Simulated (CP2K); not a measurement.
The system is NbAs.

```
Nb As
1.0
     6.32951    0.00000    0.00000
     4.44718    4.50392    0.00000
    -5.38835   -2.25196    2.44072
Nb As
2 2
Direct
  0.50000 0.00000 0.50000
  0.75000 0.75000 0.00000
  0.91600 0.41600 0.50000
  0.16600 0.16600 0.00000
```

Base run:

| Property | Result |
| --- | --- |
| Program | CP2K 2026.2 |
| Functional | RPBE |
| Potentials or basis | POTENTIAL_UZH Nb GTH-PBE-q13, As GTH-PBE-q5; TZVP-MOLOPT-PBE-GTH basis |
| Density cutoff | 9184 eV |
| k mesh | 11 × 11 × 11 |
| Occupations | fermi-dirac, width 0.05 eV |
| Spin | no spin polarisation |

Its results: band gap on the k mesh none (metal or under the smearing width); pressure 6.9 GPa; largest force 0.312 eV/Å.

Problem. The run is repeated on the same cell with these changes: functional from RPBE to MS2. What comes out?

Solution. Band gap on the k mesh none (metal or under the smearing width); pressure 4.6 GPa; largest force 0.318 eV/Å.

Caveats: the potentials were made for another functional, which shifts forces and pressure; the basis of atomic orbitals isn't converged, which shifts pressures, moduli and gaps.
